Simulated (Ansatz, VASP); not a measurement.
Pt in VASP and in Ansatz

```
Pt
1.0
    -1.58422    1.58422    1.58422
     1.58422   -1.58422    1.58422
     1.58422    1.58422   -1.58422
Pt
1
Cartesian
  0.0000 0.0000 0.0000
```

This isn't the form of Pt at room conditions, which is fcc.

Alike in both runs: functional PBEsol; k mesh 12 × 12 × 12; occupations fermi-dirac, width 0.05 eV; non-collinear spin, spin-orbit coupling.

|  | VASP | Ansatz |
| --- | --- | --- |
| version | VASP 6.6.1 | Ansatz 0.2.0 |
| potentials or method | VASP PAW PBE potentials, release 64 (Pt) | Ansatz PAW |
| plane-wave cutoff (eV) | 520 | 420 |
| valence electrons in the cell | 10 | 18 |
| task | single point | band structure |

|  | VASP | Ansatz | Ansatz less VASP |
| --- | --- | --- | --- |
| gap on the k mesh at the Fermi level (eV) | none | none | - |
| pressure (GPa) | -10.9 | -10.8 | +0.06 |
| net moment per atom (μB) | 0.00 | 0.00 | 0.000 |

A gap of «none» marks a metal or a gap that the smearing closes. The two sets of potentials don't hold the same shells in valence.

Caveats: the PAW data sets were made with another functional, which shifts forces and pressure a little (VASP); the PAW data sets come from PBE, with cores solved anew for the run's functional, which leaves a small shift of forces and pressure (Ansatz).
